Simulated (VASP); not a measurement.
Input of a VASP 6.6.1 run:

The input INCAR:

```
ALGO     = Normal         # electronic algorithm
EDIFF    = 1E-6           # SCF threshold, eV
ENCUT    = 600            # plane-wave cutoff, eV
GGA      = RP             # functional
GGA_COMPAT= False        
ISIF     = 2              # what is computed and relaxed
ISMEAR   = -1             # smearing method
ISPIN    = 2              # spin polarisation
LASPH    = True           # aspherical terms in the spheres
LCHARG   = True           # write CHGCAR
LELF     = True           # ELF
LMAXMIX  = 6              # l up to which the mixer works
LORBIT   = 11             # projections on sites
LREAL    = False          # projectors in reciprocal space
LVHAR    = True         
LWAVE    = False          # write WAVECAR
MAGMOM   = 7 0            # initial moments
NBANDS   = 22             # bands
NELM     = 200            # most SCF steps
PREC     = Accurate       # precision mode
SIGMA    = 0.15           # smearing width, eV
```

KPOINTS

```
k-points
0
Gamma
  11 11 11
```

Contents of POSCAR:

```
EuO
1.0
    0.0000000000      2.5719500000      2.5719500000
    2.5719500000      0.0000000000      2.5719500000
    2.5719500000      2.5719500000      0.0000000000
Eu O
1 1
Direct
    0.0000000000      0.0000000000      0.0000000000
    0.5000000000      0.5000000000      0.5000000000
```

Potentials or basis: VASP PAW PBE potentials, release 64 (Eu, O).

Launch:

```bash
$ cat potpaw_PBE.64/Eu/POTCAR potpaw_PBE.64/O/POTCAR > POTCAR
$ mpirun -np 1 vasp_std > vasp.out
```

Q: Predict the pressure.

A: -1.0 GPa.

Q: Predict the site moments.

A: Eu +6.57; O -0.10 μB.

Caveat: the PAW data sets were made with another functional, which shifts forces and pressure a little; spin-orbit coupling is left out, which moves the levels of the heavy elements; a cell with one magnetic atom can't hold antiferromagnetic order, which such compounds often take; semilocal functionals describe open f shells poorly, which spoils levels, moments and volumes. The state reached can hang on the start; a lower one may exist.

**Experimental background.**

A printed reference work, monograph reports, for a bulk crystal of EuO at 300 K: band gap 1.115 eV (optical).

A measured gap of EuO is 1.115 eV (optical; 300 K; a printed reference work, monograph); the calculated 0.00 eV misses it by -1.11 eV. So large a miss can be the level of theory's own, or it may mean another phase, state or a wrong row. Spin-orbit coupling on Eu is left out. The value is that of RPBE on a finite k mesh, which can miss the band edges, without temperature or zero-point motion. Semilocal functionals fall short of measured gaps as a rule. The run's magnetic order (collinear spin, ferromagnetic start) needn't be the measured crystal's.
